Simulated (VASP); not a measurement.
Wanted: the native input for a VASP 6.6.1 run.

```yaml
Task: relaxation of cell and atoms
Functional: optB86b-vdW
Potentials_or_basis: VASP PAW PBE potentials, release 64 (Si)
Cutoff: 600 eV
k_mesh: 8 × 8 × 10
Occupations: fermi-dirac, width 0.05 eV
Spin: no spin polarisation
Further_INCAR_settings: ALGO = Normal; EDIFF = 1e-06; IBRION = 2; EDIFFG = -0.02; NSW = 40; ISIF = 3
```

The structure of Si lies in POSCAR:

```
Si
1.0
    4.1209500000      0.0000000000      0.0000000000
   -2.0604700000      3.5688500000      0.0000000000
    0.0000000000      0.0000000000      2.6547900000
Si
2
Direct
    0.3333300000      0.6666700000      0.5000000000
    0.6666700000      0.3333300000      0.5000000000
```

The cell was built by a generator and needn't be a form met in nature.

These files were run (other wordings do the same):

INCAR

```
AGGAC = 0.0
ALGO = Normal
EDIFF = 1E-6
EDIFFG = -0.02
ENCUT = 600
GGA = MK
IBRION = 2
ISIF = 3
ISMEAR = -1
LASPH = True
LCHARG = False
LREAL = False
LUSE_VDW = True
LWAVE = False
NELM = 80
NSW = 40
PARAM1 = 0.1234
PARAM2 = 1.0
PREC = Accurate
SIGMA = 0.05
```

KPOINTS

```
k-points
0
Gamma
  8 8 10
```

Potentials or basis: VASP PAW PBE potentials, release 64 (Si).

Launch:

```sh
$ cat potpaw_PBE.64/Si/POTCAR > POTCAR
$ mpirun -np 1 vasp_std > vasp.out
```

It gave:

The relaxed volume is 19.42 Å³/atom and the relaxed cell is a = 4.114 Å, b = 4.114 Å, c = 2.650 Å, α = 90.00°, β = 90.00°, γ = 120.00°. The space group after relaxing (to 0.05 Å) is P6/mmm (No. 191). The energy gained by relaxing is 0.1 meV/atom and the ionic steps are 2. The pressure after relaxing is 0.1 GPa and the band gap on the k mesh is none (metal or under the smearing width).

Caveat: the PAW data sets were made with another functional, which shifts forces and pressure a little.

Wall time 2.8 min on 1 thread of AMD EPYC 7571, on a shared host, peak memory 0.36 GiB.
